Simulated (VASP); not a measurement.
Runs of VASP 6.6.1 on BeTe. The structure is cubic, space group F-43m (No. 216). Conventional cell: a = 5.540 Å, b = 5.540 Å, c = 5.540 Å, α = 90.00°, β = 90.00°, γ = 90.00°. Te (site symmetry -43m) has 4 Be at 2.40 Å as nearest neighbours. Be (site symmetry -43m) has 4 Te at 2.40 Å as nearest neighbours. 

```tsv
level	gap on the mesh (eV)	pressure (GPa)	relaxed volume (Å³/atom)
BLYP+D4	2.22	0.0	22.10
vdW-DF	2.34	0.0	23.66
optB86b-vdW	2.01	0.0	22.57
BLYP+D3(BJ)	(b)	0.0	21.56
rev-vdW-DF2	(a)	0.0	(c)
```

Alike in all rows: task relaxation of cell and atoms; potentials or basis VASP PAW PBE potentials, release 64 (Te, Be); no spin polarisation; cell relaxed; k mesh 8 × 8 × 8; cutoff (eV) 600; smearing fermi-dirac 0.05 eV.

**Question.** Estimate the missing entries.

**Answer.** (a) 1.97; (b) 2.16; (c) 22.52.

Caveats: the PAW data sets were made with another functional, which shifts forces and pressure a little; spin-orbit coupling is left out, which moves the levels of the heavy elements; the volume moved by +11 % from the deposited cell, more than functionals usually miss (some runs).

A k mesh can miss the band edges, and the runs leave out spin-orbit coupling on Te.

Runs at the PBE level aren't shown here.
